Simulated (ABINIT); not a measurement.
# Au (Fm-3m) in ABINIT: a series of runs, part 2 of 2

ABINIT 10.8.3 (patched build). The steps go on from the part before.

### 4 Equation of state, WC

The input, run.abi:

```
# Datasets: one volume each
ndtset 7
getwfk -1
scalecart1 3*0.9795861087
scalecart2 3*0.9864848297
scalecart3 3*0.9932883884
scalecart4 3*1.0000000000
scalecart5 3*1.0066227096
scalecart6 3*1.0131594038
scalecart7 3*1.0196128224

# Pseudopotentials
pp_dirpath "./"
pseudos "Au.GGA_PBE-JTH.xml"

# Structure
acell 2.8779245994 2.8779245994 2.8779245994 Angstrom
rprim
     0.0000000000     0.7071067812     0.7071067812
     0.7071067812     0.0000000000     0.7071067812
     0.7071067812     0.7071067812     0.0000000000
ntypat 1
znucl 79
natom 1
typat 1
xred
     0.0000000000     0.0000000000     0.0000000000

# Plane-wave basis
ecut 25.0
pawecutdg 47.0

# k points
kptopt 1
ngkpt 11 11 11
nshiftk 1
shiftk 0.0 0.0 0.0

# Exchange and correlation
ixc 23

# Bands and occupations
nband 10
occopt 3
tsmear 0.00183747

# SCF cycle
nstep 100
tolvrs 1.0e-9

# Output
iomode 3
prtwf 1
prtden 0
prteig 0
prtebands 0
```

Potentials or basis: JTH PAW PBE v2.0.

Run with:

```sh
$ abinit run.abi > log 2>&1
```

run.abo:

```text
.Version 10.8.3 of ABINIT
 DATASET    1 : space group Fm -3 m (#225); Bravais cF (face-center cubic)
================================================================================
 Values of the parameters that define the memory need for DATASET  1.
     intxc =       0    ionmov =       0      iscf =      17    lmnmax =      18
     lnmax =       6     mgfft =      24  mpssoang =       3    mqgrid =    3001
     natom =       1  nloc_mem =       2    nspden =       1   nspinor =       1
    nsppol =       1      nsym =      48    n1xccc =       1    ntypat =       1
    occopt =       3   xclevel =       2
       mpw =         649          nfft =       13824          nkpt =          56
 PAW method is used; the additional fine FFT grid is defined by:
   mgfftf=        36    nfftf =     46656
================================================================================
================================================================================
[... 71 lines left out ...]
 DATASET    7 : space group Fm -3 m (#225); Bravais cF (face-center cubic)
================================================================================
 Values of the parameters that define the memory need for DATASET  7.
     intxc =       0    ionmov =       0      iscf =      17    lmnmax =      18
     lnmax =       6     mgfft =      27  mpssoang =       3    mqgrid =    3001
     natom =       1  nloc_mem =       2    nspden =       1   nspinor =       1
    nsppol =       1      nsym =      48    n1xccc =       1    ntypat =       1
    occopt =       3   xclevel =       2
       mpw =         736          nfft =       19683          nkpt =          56
 PAW method is used; the additional fine FFT grid is defined by:
   mgfftf=        36    nfftf =     46656
================================================================================
================================================================================

--------------------------------------------------------------------------------
------------- Echo of variables that govern the present computation ------------
--------------------------------------------------------------------------------
 -outvars: echo values of preprocessed input variables --------
            acell      5.4384893039E+00  5.4384893039E+00  5.4384893039E+00 Bohr
              amu      1.96966540E+02
             ecut      2.50000000E+01 Hartree
[... 110 lines left out ...]
         ecut(hartree)=     47.000   => boxcut(ratio)=   2.18961

--- Pseudopotential description ------------------------------------------------
- pspini: atom type   1  psp file is ./Au.GGA_PBE-JTH.xml
 Pseudopotential format is: paw10
 basis_size (lnmax)=  6 (lmn_size= 18), orbitals=   0   0   1   1   2   2
 Spheres core radius: rc_sph= 2.50869560
 Shapefunction is SIN type: shapef(r)=[sin(pi*r/rshp)/(pi*r/rshp)]**2
 Radius for shape functions =  2.26305713
 Compensation charge density is not taken into account in XC energy/potential

   3.87212569E+02                                ecore*ucvol(ha*bohr**3)
--------------------------------------------------------------------------------

[... 1225 lines left out ...]
-Cartesian components of stress tensor (GPa)         [Pressure= -5.9007E+00 GPa]
- sigma(1 1)=  5.90074655E+00  sigma(3 2)=  0.00000000E+00
- sigma(2 2)=  5.90074655E+00  sigma(3 1)=  0.00000000E+00
- sigma(3 3)=  5.90074655E+00  sigma(2 1)=  0.00000000E+00

== END DATASET(S) ==============================================================
================================================================================

 -outvars: echo values of variables after computation  --------
            acell      5.4384893039E+00  5.4384893039E+00  5.4384893039E+00 Bohr
           etotal1    -3.4202810184E+01
           etotal2    -3.4203996414E+01
           etotal3    -3.4204788593E+01
           etotal4    -3.4205235570E+01
           etotal5    -3.4205380887E+01
           etotal6    -3.4205262913E+01
           etotal7    -3.4204913471E+01
            fcart1    -0.0000000000E+00 -0.0000000000E+00 -0.0000000000E+00
            fcart2    -0.0000000000E+00 -0.0000000000E+00 -0.0000000000E+00
            fcart3    -0.0000000000E+00 -0.0000000000E+00 -0.0000000000E+00
            fcart4    -0.0000000000E+00 -0.0000000000E+00 -0.0000000000E+00
            fcart5    -0.0000000000E+00 -0.0000000000E+00 -0.0000000000E+00
            fcart6    -0.0000000000E+00 -0.0000000000E+00 -0.0000000000E+00
            fcart7    -0.0000000000E+00 -0.0000000000E+00 -0.0000000000E+00
            rprim1     0.0000000000E+00  6.9267198023E-01  6.9267198023E-01
                       6.9267198023E-01  0.0000000000E+00  6.9267198023E-01
                       6.9267198023E-01  6.9267198023E-01  0.0000000000E+00
[... 17 lines left out ...]
                       7.2097514092E-01  7.2097514092E-01  0.0000000000E+00
           strten1    -6.1424670991E-04 -6.1424670991E-04 -6.1424670991E-04
                       0.0000000000E+00  0.0000000000E+00  0.0000000000E+00
           strten2    -4.3041238844E-04 -4.3041238844E-04 -4.3041238844E-04
                       0.0000000000E+00  0.0000000000E+00  0.0000000000E+00
           strten3    -2.6819035425E-04 -2.6819035425E-04 -2.6819035425E-04
                       0.0000000000E+00  0.0000000000E+00  0.0000000000E+00
           strten4    -1.2641584118E-04 -1.2641584118E-04 -1.2641584118E-04
                       0.0000000000E+00  0.0000000000E+00  0.0000000000E+00
           strten5    -2.9090998066E-06 -2.9090998066E-06 -2.9090998066E-06
                       0.0000000000E+00  0.0000000000E+00  0.0000000000E+00
           strten6     1.0555199583E-04  1.0555199583E-04  1.0555199583E-04
                       0.0000000000E+00  0.0000000000E+00  0.0000000000E+00
           strten7     2.0056229866E-04  2.0056229866E-04  2.0056229866E-04
                       0.0000000000E+00  0.0000000000E+00  0.0000000000E+00
 Calculation completed.
```

It took 95 s on 1 thread of Arm Neoverse V2, shared host; peak memory 0.14 GiB.

What came out:

| Property | Result |
| --- | --- |
| Equilibrium volume | 17.20 Å³/atom |
| Bulk modulus | 173 GPa |
| Pressure derivative of the bulk modulus | 5.9 |

Energy against volume, from the lowest point:
```tsv
volume (Å³/atom)	energy (meV/atom)
15.843	69.95
16.181	37.67
16.518	16.12
16.855	3.95
17.192	0.00
17.529	3.21
17.866	12.72
```

Caveat: pressures at fixed basis lie under the slope of the energies; the PAW data sets were made with another functional, which shifts forces and pressure a little. The run has no spin-orbit coupling, so splittings on Au are missing.

### 5 Overview

```csv
task,level,potentials or basis,cutoff (eV),fine-grid cutoff,gap on the mesh (eV),pressure (GPa)
band structure,rSCAN,JTH PAW PBE v2.0,816,1414.99 eV,none,7.1
band structure,PBE,PseudoDojo NC SR PBE v0.4.1 standard,1034,-,none,10.3
equation of state,WC,JTH PAW PBE v2.0,680,1278.94 eV,-,-
```

Alike in all rows: no spin polarisation; cell as given; k mesh 11 × 11 × 11; smearing fermi-dirac 0.05 eV.

Caveats: the PAW data sets were made with another functional, which shifts forces and pressure a little (some runs); spin-orbit coupling is left out, which moves the levels of the heavy elements (some runs); pressures at fixed basis lie under the slope of the energies (some runs).

Absolute energies hang on the potentials; compare differences alone.

### 6 Comparison with measurements

Step 4. Against the measured bulk modulus of Au, 167 GPa (quoted in “Exploring toroidal anvil profiles for larger sample volumes above 4 Mbar”, 2024, pmc:11102561), the calculated 173 GPa is off by +3.7 %. The fit is for a static lattice scaled at fixed shape and fixed fractional positions.
